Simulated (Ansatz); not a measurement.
# BN (R3m) in Ansatz: single point with PBE

Aim: the single point of BN with PBE.

All numbers are computed with Ansatz 0.2.0; they aren't measurements. Logs are shortened: lines on timing, memory, paths and dates and some standing lists are left out, and cuts for length are marked.

## Step 1: Starting point

It takes space group R3m (No. 160, trigonal). The conventional cell has a = 2.502 Å, b = 2.502 Å, c = 10.119 Å, α = 90.00°, β = 90.00°, γ = 120.00°. N (site symmetry 3m) has 3 B at 1.44 Å as nearest neighbours. B (site symmetry 3m) is surrounded by 3 N at 1.44 Å.

The cell is a database's computed one.

## Step 2: Single point, PBE

input.yaml reads:

```yaml
crystal:
  lattice:
    - [1.2511217832, 0.7223354983, 3.3729344033]
    - [-1.2511217832, 0.7223354983, 3.3729344033]
    - [0.0, -1.4446709966, 3.3729344033]
  atoms:
    - { symbol: "N", position: [0.6672382, 0.6672382, 0.6672382] }
    - { symbol: B, position: [0.0003288, 0.0003288, 0.0003288] }
kpoints:
  mp_grid: { grid: [8, 8, 8] }
scf:
  occupations: { method: fermi_dirac, width: 0.05 }
hamiltonian:
  xc: pbe
  pseudopotentials: { kind: all_electron, datasets: crystal }
output:
  forces: true
  stress: true
  eigenvalues: true
  elf: true
  volumetric_format: npy
```

Potentials or basis: all-electron PAW datasets made for the crystal.

Command:

```
> ansatz run input.yaml --threads 1 --pin off --max-ram 3072MiB --backend cpu --events-out ev --progress --plain --runs-dir out
```

What it wrote:

```text
Warning: RAYON_NUM_THREADS=1 ignored (pool sized by the plan → 1); use --threads N
basis.fft_grid_basis auto: the FFT boxes are laid along the combinations [[1, 0, -1], [0, 1, -1], [0, 0, 1]] of the cell's own vectors, 2.502, 2.502 and 3.669 Å long. The dense box has 20×20×30 points. Along the cell's own vectors, as sized, it would have 30×30×30, 2.25 times as many. Of the 6 symmetry operations that the crystal satisfies within crystal.symmetry.tolerance (time reversal apart; of a slab, those that keep its plane) the dense box along the cell's own vectors carries 6, and the one as laid loses 4 of those. basis.fft_grid_basis: typed keeps the cell's own vectors: state it where this run's energies or levels are differenced outside the engine with another run's, or held beside a run that keeps those vectors.
hamiltonian.pseudopotentials.datasets: crystal makes datasets for this crystal and solves the spheres of its atoms anew in each pass: cutoff 580.0 eV, the density's 2320.0 eV; for an error of 0.50 meV an atom under PBE, 1.0 meV for the cell; an energy difference from a run of another recipe may be off by several times the error for the cell, under r2SCAN by more, where some 0.1 meV an atom stays at smaller errors; B in spheres of 0.651 Å, 3 of its electrons in bands, 2 on its site; N in spheres of 0.788 Å, 5 of its electrons in bands; only band paths and densities of states list, in semicore columns, the levels of the semicore shells that are solved separately: 1s of B
Engine: ansatz 0.2.0, x86_64-unknown-linux-gnu
Pseudopotentials: kind: all_electron
Pseudopotential: N, paw, valence charge 5, recommended cutoff 580 eV (normal), crystal/all_electron/pbe/scalar/gaussian/N, Koelling and Harmon's equation, gaussian nucleus
Pseudopotential: B, paw, valence charge 5, recommended cutoff 580 eV (normal), crystal/all_electron/pbe/scalar/gaussian/B, Koelling and Harmon's equation, gaussian nucleus
Functional definition: PBE
  parameter kappa = 0.804
  parameter beta = 0.06672455060314922
  exchange = pbe_x(kappa = kappa, mu = beta*pi^2/3)
  correlation = pbe_c(beta = beta)
Crystal: 2 atoms, lattice volume = 18.289 Å³
Basis set: ecut = 580 eV, 565 PW (Γ), FFT grids on a1−a3, a2−a3, a3, exchange–correlation on 40×40×60 points (8 copies of the dense FFT grid, shifted against one another)
Bands: 8, of which v1, the nominal top of the filled ones, is band 4 counted from 1 (3 counted from 0)
Symmetry: 6 space group operations
Space group: R3m (ITA 160), of the structure as read, at distance tolerance 2.6e-5 Å
k-points: 65 of 512 (time reversal used)
Non-local potential: N, projectors of the file, l = 0: 1, l = 1: 1
Non-local potential: B, projectors of the file, l = 0: 1, l = 1: 1
PAW form: soft (Blöchl's): semilocal exchange-correlation on the pseudo side does not see the compensation charge
PAW one-centre angular grid: N, 110 points (default); XC on its mesh's 1877 points in the sphere
PAW one-centre angular grid: B, 110 points (default); XC on its mesh's 1835 points in the sphere
Initial density: superposition of atomic densities (neutral atoms: chi_scale 0, normalization atom)
Initial wavefunctions: pseudopotential atomic-orbital guess
Functional: x = pbe(κ = 0.804, μ = 0.2195149727645171), c = pbe(β = 0.06672455060314922)
iter 1 solved again at ethr=6.58e-2 eV; its pass at ethr=1.00e-1 eV (dr2=5.27e0 eV) is discarded
SCF iter   1: F=—  HF=-2170.400514 eV  |F-HF|=—  |Δ(HF+E_count)|=         —  Δρ=1.75e-1  dr2=5.29e0  ethr=6.58e-2  ⟨swp⟩=2.0  Hψ=3161  notcnv=0
preconditioner: auto → none  [insulator: Δε(μ)=6.088 eV  Ē_g=19.975 eV  σ=0.050 eV  W_gap=1.00  n_scr=2 (ndim 8)  ℏωp=24.6 eV  f_vac=0.000  D(μ)=0.00/eV (n_scr^D=0)  ε∞_Penn≈2.5]
SCF iter   2: F=—  HF=-2168.951419 eV  |F-HF|=—  |Δ(HF+E_count)|=    1.45e0  Δρ=7.42e-2  dr2=5.63e-1  ethr=6.58e-2  ⟨swp⟩=3.2  Hψ=1304  notcnv=0  defer=1
SCF iter   3: F=—  HF=-2168.819616 eV  |F-HF|=—  |Δ(HF+E_count)|=   1.32e-1  Δρ=2.28e-2  dr2=6.58e-2  ethr=7.04e-3  ⟨swp⟩=3.0  Hψ=1137  notcnv=0  defer=3
SCF iter   4: F=—  HF=-2168.821465 eV  |F-HF|=—  |Δ(HF+E_count)|=   1.85e-3  Δρ=7.47e-3  dr2=7.29e-3  ethr=8.22e-4  ⟨swp⟩=2.6  Hψ=1097  notcnv=0  defer=6
iter 5 solved again at ethr=1.97e-6 eV; its pass at ethr=9.11e-5 eV (dr2=1.58e-4 eV) is discarded
SCF iter   5: F=—  HF=-2168.822767 eV  |F-HF|=—  |Δ(HF+E_count)|=   1.30e-3  Δρ=1.14e-3  dr2=1.55e-4  ethr=1.97e-6  ⟨swp⟩=2.6  Hψ=2662  notcnv=0
SCF iter   6: F=—  HF=-2168.822856 eV  |F-HF|=—  |Δ(HF+E_count)|=   8.94e-5  Δρ=2.25e-4  dr2=5.24e-6  ethr=1.94e-6  ⟨swp⟩=2.9  Hψ=840  notcnv=0
SCF iter   7: F=-2168.822865 eV  HF=-2168.822865 eV  |F-HF|=3.89e-8  |Δ(HF+E_count)|=   9.06e-6  Δρ=1.59e-5  dr2=1.06e-8  ethr=6.55e-8  ⟨swp⟩=3.0  Hψ=979  notcnv=0
SCF 1 converged in 7 iterations: F = -2168.822863 eV  dr2 = 1.06e-8
  Residual-converged pass: ⟨swp⟩=4.5  Hψ=1331  notcnv=0  max |occ|·‖R‖ = 5.2e-6 eV (tolerance 5.3e-6 eV)  dr2=9.76e-9  dr2_onsite=6.18e-8  max |Δocc| = 0.0e0
SCF converged after 7 iterations
Free energy (F): -2168.822863 eV
Harris-Foulkes:  -2168.822863 eV  (|F-HF|=3.89e-8)
Internal energy: -2168.822863 eV  (E = F + TS)
E sigma→0 (E₀):  -2168.822863 eV
Past the cutoff: the bands carry plane waves up to 1.75 times it, of which those up to 1.5 times it add -0.000144 eV an atom, each by itself; the spheres take 0.000144 eV an atom off the energy for waves past 1.75 times it
By the cutoff:   a pressure is off by up to 0.007 GPa (1.2 times the spheres' own share and the shells' term, over an atom's volume, and 0.004 GPa: a bound that held against runs at twice the plane waves)
Past the cutoffs: a stress includes 0.0047 GPa for waves and charges beyond them, in addition to the slope of what the spheres take
In the spheres:  the bands' charges fall short by 7.1e-8 e at most (sound up to 1e-3), those of shells solved beside the bands by 1.0e-8 e (sound up to 5e-4)
Fermi energy:    6.919012 eV
--- Per-component energies (eV) ---
  E_band       = -18.824044
  E_kinetic    = 190.696651
  E_local      = -611.458752  (includes V_loc(G=0)·N_el)
  E_nonlocal   = -3.988980
  E_hartree    = 232.050716
  E_xc         = -92.869047
  E_vxc        = -121.812992  (∫ρ·V_xc dr)
  E_paw        = -2634.226348  (= ΣΔE_a)
  E_vpaw       = -1046.411642  (= ΣTr[D̂ρ^β])
  E_ewald      = -359.078319
  E_smearing   = -0.000000  (= −TS)
  E_closure    = 1110.051216  (closes the sum)
  Σ components = -2168.822863   (vs F -2168.822863, Δ=0.00e0)
  The terms above E_closure are by the made datasets' own strengths, without shells solved beside the bands.
--- Forces (eV/Å), atoms counted from 1 ---
  atom   1  N      0.00000000     0.00000000    -0.00306458
  atom   2  B      0.00000000     0.00000000     0.00304194
  max |Σ_I F_I| component: 2.26e-5 eV/Å
--- Stress (GPa, compression-positive) ---
        4.101730       0.000000       0.000000
        0.000000       4.101730      -0.000000
       -0.000000      -0.000000       2.374118
  P = ⅓ Tr σ = 3.5259 GPa (35.259 kbar)
  It holds what live shells' own plane waves past their cutoff add
--- Band table (eV; the first three rows and the last of 65) ---
  k-point 0: bands = ["-13.0205", "0.5741", "3.4626", "3.4626", "9.9289", "16.4477"]
  k-point 1: bands = ["-12.7125", "0.9075", "2.2605", "2.9221", "10.5355", "16.3060"]
  k-point 2: bands = ["-11.8323", "-0.3300", "1.8549", "1.8799", "11.9597", "14.4729"]
  k-point 64: bands = ["-12.7620", "-1.3770", "3.4454", "3.4454", "14.8684", "16.3778"]
```

It took 5.7 s on 1 thread of AMD EPYC 7B13 (Zen 3), shared host; peak memory 0.49 GiB.

What came out:

```yaml
Free_energy: -2168.8229 eV
Pressure: 3.5 GPa
Largest_force: 0.003 eV/Å
Band_gap_on_the_k_mesh: 4.29 eV, indirect (least direct gap 4.95 eV)
```

Forces in eV/Å, atoms in the order of the input:
```
N    0.000  0.000 -0.003
B    0.000  0.000  0.003
```

Stress tensor (GPa, compression positive):
```
4.10 0.00 0.00
0.00 4.10 0.00
0.00 0.00 2.37
```

A k mesh can miss the band edges. PBE gaps usually lie below the measured ones, often by a third to a half.
